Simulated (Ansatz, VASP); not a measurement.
# LiF in VASP and in Ansatz

INCAR

```
PREC     = Accurate       # precision mode
ENCUT    = 520            # plane-wave cutoff, eV
EDIFF    = 1E-6           # SCF threshold, eV
ISMEAR   = 0              # smearing method
SIGMA    = 0.05           # smearing width, eV
LREAL    = False          # projectors in reciprocal space
LASPH    = True           # aspherical terms in the spheres
NELM     = 100            # most SCF steps
ALGO     = Normal         # electronic algorithm
ISIF     = 2              # what is computed and relaxed
LWAVE    = False          # write WAVECAR
LCHARG   = False          # write CHGCAR
GGA      = PE             # functional
NBANDS   = 18             # bands
```

The input KPOINTS:

```
regular mesh
0
Gamma
  9 9 6
```

Contents of POSCAR:

```
LiF
1.0
    3.0467389106      0.0000000000      0.0000000000
   -1.5233694553      2.6385532953      0.0000000000
    0.0000000000      0.0000000000      5.1599570191
Li F
2 2
Direct
    0.3333333333      0.6666666667      0.4116718394
    0.6666666667      0.3333333333      0.9116718394
    0.3333333333      0.6666666667      0.9939266766
    0.6666666667      0.3333333333      0.4939266766
```

Input for Ansatz:

```yaml
crystal:
  lattice:
    - [3.0467389106, 0.0, 0.0]
    - [-1.5233694553, 2.6385532953, 0.0]
    - [0.0, 0.0, 5.1599570191]
  atoms:
    - { symbol: Li, position: [0.3333333333, 0.6666666667, 0.4116718394] }
    - { symbol: Li, position: [0.6666666667, 0.3333333333, 0.9116718394] }
    - { symbol: F, position: [0.3333333333, 0.6666666667, 0.9939266766] }
    - { symbol: F, position: [0.6666666667, 0.3333333333, 0.4939266766] }
basis:
  ecutwfc: 520.0
kpoints:
  mp_grid: { grid: [9, 9, 6] }
hamiltonian:
  xc: pbe
scf:
  occupations: { method: gaussian, width: 0.05 }
output:
  forces: true
  stress: true
  eigenvalues: true
```

Alike in both runs: task single point; functional PBE; k mesh 9 × 9 × 6; occupations gaussian, width 0.05 eV; no spin polarisation.

|  | VASP | Ansatz |
| --- | --- | --- |
| version | VASP 6.6.1 | Ansatz 0.2.0 |
| potentials or method | VASP PAW PBE potentials, release 64 (Li_sv, F) | scalar-relativistic, plane waves, PAW |
| plane-wave cutoff (eV) | 520 | 520 |
| valence electrons in the cell | 20 | 20 |

```tsv
	VASP	Ansatz	Ansatz less VASP
gap on the k mesh at the Fermi level (eV)	7.52	7.53	+0.014
least direct gap on the mesh (eV)	7.52	7.53	+0.014
rms of the force components (eV/Å)	0.199	0.189	-0.0102
```

Atom by atom the forces differ by 0.010 eV/Å (rms over components).

Caveats: an odd mesh through Γ misses points on the zone boundary, where band edges often lie.
